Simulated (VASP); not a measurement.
V:

```xyz
1
Lattice="-1.5144 1.5144 1.5144 1.5144 -1.5144 1.5144 1.5144 1.5144 -1.5144" Properties=species:S:1:pos:R:3 pbc="T T T"
V     0.0000    0.0000    0.0000
```

| Property | Result |
| --- | --- |
| Program | VASP 6.6.1 |
| Task | relaxation of cell and atoms |
| Functional | revPBE |
| Dispersion | D3 |
| Potentials or basis | VASP PAW PBE potentials, release 64 (V_sv) |
| Cutoff | 600 eV |
| k mesh | 12 × 12 × 12 |
| Occupations | fermi-dirac, width 0.05 eV |
| Spin | collinear spin, ferromagnetic start |
| Starting moments | [2.0] μB |

At the start: pressure -16.2 GPa; volume 13.89 Å³/atom.

**Question.** How do energy, volume and symmetry change on relaxing?

**Answer.** Over 4 steps the energy falls by 69.5 meV/atom and the volume is 12.62 Å³/atom (-9.2 %); space group Im-3m (No. 229, to 0.05 Å); moment 0.00 μB per cell.

The path:
| step | energy change (eV) | largest force (eV/Å) | pressure (GPa) | volume (Å³) |
| --- | --- | --- | --- | --- |
| 1 | 0.0000 | 0.0000 | -16.23 | 13.89 |
| 2 | 0.0429 | 0.0000 | 29.18 | 11.25 |
| 3 | -0.0695 | 0.0000 | -0.49 | 12.64 |
| 4 | -0.0695 | 0.0000 | 0.02 | 12.62 |

Final structure:
```
V
1.0
    -1.46659    1.46659    1.46659
     1.46659   -1.46659    1.46659
     1.46659    1.46659   -1.46659
V
1
Direct
  0.00000 0.00000 0.00000
```

Caveat: the PAW data sets were made with another functional, which shifts forces and pressure a little; pairwise dispersion overbinds metals, which lowers pressure and volume.
